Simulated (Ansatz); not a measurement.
**Si: energy and stress against strain**

The task, for Si: see how energy and stress answer to the strain pattern (1, 1, 0, 0, 0, 0).

Computed with Ansatz 0.2.0 (DFT r2SCAN, scalar-relativistic, plane waves, PAW, unless a step's input says otherwise).

1 further run of the same task is left out (set aside as unsound or not needed). Runs told in other sessions of the task aren't counted.

### Step 1. The starting structure

The structure is hexagonal, space group P6_3/mmc (No. 194). Conventional cell: a = 3.832 Å, b = 3.832 Å, c = 6.342 Å, α = 90.00°, β = 90.00°, γ = 120.00°. Si (site symmetry 3m) is surrounded by 4 Si at 2.35 to 2.37 Å.

Coordinates:

```
Si
1.0
     3.83191    0.00000    0.00000
    -1.91595    3.31853    0.00000
     0.00000    0.00000    6.34182
Si
4
Direct
  0.33333 0.66667 0.06309
  0.66667 0.33333 0.56309
  0.33333 0.66667 0.43691
  0.66667 0.33333 0.93691
```

It goes back to an entry of the Materials Project, which need not be the stable form.

It is the result of an earlier relaxation at this level (volume 20.16 Å³/atom; gap on the mesh: 0.61 eV).

### Step 2. The reference: the undisturbed cell on the scan's mesh

input.yaml reads:

```yaml
crystal:
  lattice:
    - [3.8319083582, 0.0, 0.0]
    - [-1.9159541791, 3.3185299832, 0.0]
    - [0.0, 0.0, 6.3418199288]
  atoms:
    - { symbol: Si, position: [0.3333333333, 0.6666666667, 0.0630908785] }
    - { symbol: Si, position: [0.6666666667, 0.3333333333, 0.5630908785] }
    - { symbol: Si, position: [0.3333333333, 0.6666666667, 0.4369091215] }
    - { symbol: Si, position: [0.6666666667, 0.3333333333, 0.9369091215] }
basis:
  ecutwfc: 500
kpoints:
  mp_grid: { grid: [12, 12, 4] }
hamiltonian:
  xc: r2scan
scf:
  occupations: { method: gaussian, width: 0.05 }
output:
  forces: true
  stress: true
  eigenvalues: true
```

On the command line:

```sh
$ ansatz run input.yaml --threads 1 --pin off --max-ram 2560MiB --backend cpu --events-out ev --progress --plain --runs-dir out
```

### Step 3. Setting up energy and stress against strain

The cell is strained by ε times the Voigt pattern (1, 1, 0, 0, 0, 0) (xx, yy, zz, yz, xz, xy; engineering shear), with fractional coordinates fixed (clamped ions). The stress on the pattern is the sum of the stress components weighted by it, tension positive.

### Step 4. At ε = -0.0600

Changes to input.yaml since step 2:

```diff
@@ -2,4 +2,4 @@
   lattice:
-    - [3.8319083582, 0.0, 0.0]
-    - [-1.9159541791, 3.3185299832, 0.0]
+    - [3.6019938567, 0.0, 0.0]
+    - [-1.8009969284, 3.1194181842, 0.0]
     - [0.0, 0.0, 6.3418199288]
@@ -22 +22,5 @@
   eigenvalues: true
+  write_density: true
+  write_potential: true
+  elf: true
+  volumetric_format: npy
```

### Step 5. ε = 0.0450

Changes to input.yaml since step 4:

```diff
@@ -2,4 +2,4 @@
   lattice:
-    - [3.6019938567, 0.0, 0.0]
-    - [-1.8009969284, 3.1194181842, 0.0]
+    - [4.0043442343, 0.0, 0.0]
+    - [-2.0021721172, 3.4678638324, 0.0]
     - [0.0, 0.0, 6.3418199288]
@@ -22,5 +22 @@
   eigenvalues: true
-  write_density: true
-  write_potential: true
-  elf: true
-  volumetric_format: npy
```

### Step 6. At ε = -0.0300

Changes to input.yaml since step 5:

```diff
@@ -2,4 +2,4 @@
   lattice:
-    - [4.0043442343, 0.0, 0.0]
-    - [-2.0021721172, 3.4678638324, 0.0]
+    - [3.7169511075, 0.0, 0.0]
+    - [-1.8584755537, 3.2189740837, 0.0]
     - [0.0, 0.0, 6.3418199288]
```

### Step 7. Point ε = 0.0150

Changes to input.yaml since step 6:

```diff
@@ -2,4 +2,4 @@
   lattice:
-    - [3.7169511075, 0.0, 0.0]
-    - [-1.8584755537, 3.2189740837, 0.0]
+    - [3.8893869836, 0.0, 0.0]
+    - [-1.9446934918, 3.3683079329, 0.0]
     - [0.0, 0.0, 6.3418199288]
```

### Step 8. Point ε = 0.0600

Changes to input.yaml since step 7:

```diff
@@ -2,4 +2,4 @@
   lattice:
-    - [3.8893869836, 0.0, 0.0]
-    - [-1.9446934918, 3.3683079329, 0.0]
+    - [4.0618228597, 0.0, 0.0]
+    - [-2.0309114299, 3.5176417822, 0.0]
     - [0.0, 0.0, 6.3418199288]
@@ -22 +22,5 @@
   eigenvalues: true
+  write_density: true
+  write_potential: true
+  elf: true
+  volumetric_format: npy
```

### Step 9. Point ε = -0.0450

Changes to input.yaml since step 8:

```diff
@@ -2,4 +2,4 @@
   lattice:
-    - [4.0618228597, 0.0, 0.0]
-    - [-2.0309114299, 3.5176417822, 0.0]
+    - [3.6594724821, 0.0, 0.0]
+    - [-1.829736241, 3.1691961339, 0.0]
     - [0.0, 0.0, 6.3418199288]
@@ -22,5 +22 @@
   eigenvalues: true
-  write_density: true
-  write_potential: true
-  elf: true
-  volumetric_format: npy
```

### Step 10. At ε = 0.0300

Changes to input.yaml since step 9:

```diff
@@ -2,4 +2,4 @@
   lattice:
-    - [3.6594724821, 0.0, 0.0]
-    - [-1.829736241, 3.1691961339, 0.0]
+    - [3.946865609, 0.0, 0.0]
+    - [-1.9734328045, 3.4180858827, 0.0]
     - [0.0, 0.0, 6.3418199288]
```

### Step 11. At ε = -0.0150

Changes to input.yaml since step 10:

```diff
@@ -2,4 +2,4 @@
   lattice:
-    - [3.946865609, 0.0, 0.0]
-    - [-1.9734328045, 3.4180858827, 0.0]
+    - [3.7744297328, 0.0, 0.0]
+    - [-1.8872148664, 3.2687520334, 0.0]
     - [0.0, 0.0, 6.3418199288]
```

### Step 12. Point ε = 0.0525

Changes to input.yaml since step 11:

```diff
@@ -2,4 +2,4 @@
   lattice:
-    - [3.7744297328, 0.0, 0.0]
-    - [-1.8872148664, 3.2687520334, 0.0]
+    - [4.033083547, 0.0, 0.0]
+    - [-2.0165417735, 3.4927528073, 0.0]
     - [0.0, 0.0, 6.3418199288]
```

(Steps that only read results are left out.)

Q: Predict the outcome of this session. Wanted: slope of the stress at ε = 0, over ±0.0150.

As calculated:

| quantity | value |
| --- | --- |
| slope of the stress at ε = 0, over ±0.0150 | 542 GPa |

In words: The slope of the stress at zero strain, 542 GPa, estimates C11 + C22 + 2 C12 with clamped ions in this Cartesian frame; letting the atoms relax could not make it stiffer. The undisturbed cell stays the lowest of the sampled points. Compression costs more than tension: 145.0 against 103.4 meV/atom at the ends. The gap on the mesh stays between 0.39 and 0.61 eV.
